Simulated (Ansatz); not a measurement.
A (210) slab of TiC (Fm-3m (No. 225)), 12 planes, outer planes TiC (top) and TiC (bottom), with 24 atoms (Ti12C12) in a surface cell of A = 20.609 Å², as cut from the bulk:

```yaml
crystal:
  lattice:
    - [4.29337, 0.00000, 0.00000]
    - [-2.14669, 4.80013, 0.00000]
    - [0.00000, 0.00000, 25.56030]
  atoms:
    - { symbol: Ti, position: [0.70000, 0.40000, 0.29342] }
    - { symbol: C, position: [0.20000, 0.40000, 0.29342] }
    - { symbol: Ti, position: [0.40000, 0.80000, 0.33098] }
    - { symbol: C, position: [0.90000, 0.80000, 0.33098] }
    - { symbol: Ti, position: [0.10000, 0.20000, 0.36854] }
    - { symbol: C, position: [0.60000, 0.20000, 0.36854] }
    - { symbol: Ti, position: [0.80000, 0.60000, 0.40610] }
    - { symbol: C, position: [0.30000, 0.60000, 0.40610] }
    - { symbol: Ti, position: [0.50000, 0.00000, 0.44366] }
    - { symbol: C, position: [0.00000, 0.00000, 0.44366] }
    - { symbol: Ti, position: [0.20000, 0.40000, 0.48122] }
    - { symbol: C, position: [0.70000, 0.40000, 0.48122] }
    - { symbol: Ti, position: [0.90000, 0.80000, 0.51878] }
    - { symbol: C, position: [0.40000, 0.80000, 0.51878] }
    - { symbol: Ti, position: [0.60000, 0.20000, 0.55634] }
    - { symbol: C, position: [0.10000, 0.20000, 0.55634] }
    - { symbol: Ti, position: [0.30000, 0.60000, 0.59390] }
    - { symbol: C, position: [0.80000, 0.60000, 0.59390] }
    - { symbol: Ti, position: [0.00000, 0.00000, 0.63146] }
    - { symbol: C, position: [0.50000, 0.00000, 0.63146] }
    - { symbol: Ti, position: [0.70000, 0.40000, 0.66902] }
    - { symbol: C, position: [0.20000, 0.40000, 0.66902] }
    - { symbol: Ti, position: [0.40000, 0.80000, 0.70658] }
    - { symbol: C, position: [0.90000, 0.80000, 0.70658] }
```

Computed with Ansatz 0.2.0, DFT PBEsol, scalar-relativistic, plane waves, PAW. Plane waves to 420 eV, a k mesh through Γ of 9×7×1 on the computed 24-atom cell and Gaussian smearing (0.10 eV); no spin polarisation. The cell repeats along c with a dipole correction in the vacuum.

Against the same 24 atoms in the bulk, the slab as cut lies 8.937 eV higher and the relaxed slab 7.716 eV higher.

**Question.** Work out the surface energy before and after relaxation.

**Answer.** The slab has two faces, so γ = (E_slab − N·E_bulk)/(2A), the mean of both. As cut: 8.937/(2 × 20.609) = 0.2168 eV/Å², and 1 eV/Å² = 16.02 J/m², so γ = 3.47 J/m². Relaxed: 7.716/(2 × 20.609) = 0.1872 eV/Å² = 3.00 J/m². Relaxation recovers 14 % of the cost of cutting.

**Question.** What is the ideal work of this cut, per area?

**Answer.** Griffith's ideal work is 2γ: 6.95 J/m² if the new faces stay rigid, 6.00 J/m² if they relax. One thickness was run, 12 planes, so γ can still shift with it.